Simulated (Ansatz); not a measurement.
Relaxed Li3N (Li3N type, space group P6/mmm):

```xyz
4
Lattice="3.6344 0.0000 0.0000 -1.8172 3.1474 0.0000 0.0000 0.0000 3.8645" Properties=species:S:1:pos:R:3 pbc="T T T"
Li     0.0000     0.0000     1.9323
Li     0.0000     2.0983     0.0000
Li     1.8172     1.0491     0.0000
N      0.0000     0.0000     0.0000
```

The atoms are displaced by Q × the pattern below (from a DFPT mode at Γ, largest move 1; Q in Å), at fixed cell. It is one choice among 2 degenerate patterns.

```json
[
 {"atom": "Li2", "x": "0.000", "y": "-1.000", "z": "0.000"},
 {"atom": "Li3", "x": "0.000", "y": "1.000", "z": "0.000"}
]
```

Atoms not listed stay in place.

All values below come from PBE (plane waves to 420 eV, PAW, scalar-relativistic; Ansatz, an electronic-structure program). k mesh 10×10×9 (Γ-centred), Fermi-Dirac smearing 0.05 eV. Energies are smeared free energies. Compression counts positive. Left out: 4 of 13 points, with atoms too close for the PAW data. Li3N was relaxed with its symmetry unable to fall. The zero of ΔE is the undisplaced structure.

| Q (Å) | ΔE (meV/cell) | −dE/dQ from forces (eV/Å) | P (GPa) |
|---|---|---|---|
| -0.060 | 35.9 | [?] | 0.17 |
| -0.030 | 8.8 | 0.593 | 0.04 |
| 0.000 | 0.0 | 0.000 | 0.00 |
| 0.030 | 8.5 | -0.559 | 0.04 |
| 0.060 | [?] | -1.088 | 0.18 |
| 0.090 | 73.5 | -1.591 | 0.40 |
| 0.120 | 128.5 | -2.073 | [?] |
| 0.150 | 197.7 | -2.538 | 1.14 |
| 0.180 | [?] | -2.993 | 1.67 |

Q: Some entries are withheld; supply them.

A: 
- -0.060, −dE/dQ from forces (eV/Å): 1.223
- 0.060, ΔE (meV/cell): 33.2
- 0.120, P (GPa): 0.72
- 0.180, ΔE (meV/cell): 280.7

(For displaced atoms, the force is minus the slope of the energy, and its curvature is a force constant, which sets phonon frequencies.)
